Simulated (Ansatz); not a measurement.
## In: the change of pressure and energy above lowest point with volume per atom

Results calculated with Ansatz 0.2.0 development build, not measured. Equation of state of a cubic crystal from periodic Kohn-Sham density functional theory without spin; pressure corrected for the finite basis.

Cell of the first row (space group Im-3m, No. 229):
```
In
1.0
     -1.8687     1.8687     1.8687
      1.8687    -1.8687     1.8687
      1.8687     1.8687    -1.8687
In
1
Direct
  0.00000 0.00000 0.00000
```

Settings of every row: formula In; structure type bcc; functional PBE; spin treatment none; k mesh 40x40x40; occupation method fermi-dirac; occupation width 0.061225619 eV; wave cutoff 420 eV; datasets soft-1 PAW; density cutoff ratio 4.

Limits: a cubic model structure, not a phase known at ambient conditions.

```csv
row,volume per atom (Å³),pressure (GPa),energy above lowest point (meV/atom)
1,26.101,2.502,12.24
2,26.656,1.565,5.22
3,27.211,?,?
4,27.767,0.007,0
5,28.322,-0.635,1.11
6,28.877,-1.2,4.31
7,29.432,-1.701,9.35
```

Question: what pressure and energy above lowest point should row 3 give?

Worked fit of pressure. Take u = (V_r/V)^(2/3) − 1 with V_r = 28.044 Å³ an atom, which is twice the finite (Eulerian) strain; such expansions in the strain, on which the Birch-Murnaghan equation of state is built, carry the rest volume and the bulk modulus. The shown rows have u = 0.04903, 0.03442, 0.00664, -0.00655, -0.01932, -0.03169. Least squares give pressure = −0.3232 + 48.664 × u + 171.42 × u² + 232 × u³ GPa; a parabola predicts inner rows, each left out in turn, worse (root mean square 0.0047 against 0.0017 GPa). The rows lie off it by 0.000, 0.001, -0.001, 0.000, 0.001, 0.000. The pressure vanishes at u = 0.0065, or V = 27.77 Å³ an atom, and there the bulk modulus at fixed shape and fractions is B = −V dP/dV = (2/3)(1 + u) dP/du = 34.2 GPa. The withheld row has u = 0.02031, so the fit gives −0.3232 + 48.664 × (0.02031) + 171.42 × (0.02031)² + 232 × (0.02031)³ = 0.738 GPa.

The calculation gave 0.737 GPa. The fit lies 0.001 GPa (0.024 % of the column's range) above it, one unit of the last digit.

Worked fit of energy above lowest point. Take u = (V_r/V)^(2/3) − 1 with V_r = 28.044 Å³ an atom, which is twice the finite (Eulerian) strain; such expansions in the strain, on which the Birch-Murnaghan equation of state is built, carry the rest volume and the bulk modulus. The shown rows have u = 0.04903, 0.03442, 0.00664, -0.00655, -0.01932, -0.03169. Least squares give energy above lowest point = 0.276 − 85.11 × u + 6492 × u² + 4497 × u³ meV/atom; a parabola predicts inner rows, each left out in turn, worse (root mean square 0.09 against 0.0032 meV/atom). All shown rows lie on it to the printed digit. Its lowest point lies at u = 0.0065, or V = 27.77 Å³ an atom, and the curvature there gives the bulk modulus at fixed shape and fractions, B = (4/9)(1 + u)² E″(u)/V = 34.2 GPa. The withheld row has u = 0.02031, so the fit gives 0.276 − 85.11 × (0.02031) + 6492 × (0.02031)² + 4497 × (0.02031)³ = 1.26 meV/atom.

The calculation gave 1.26 meV/atom. The fit meets it to the printed digit.
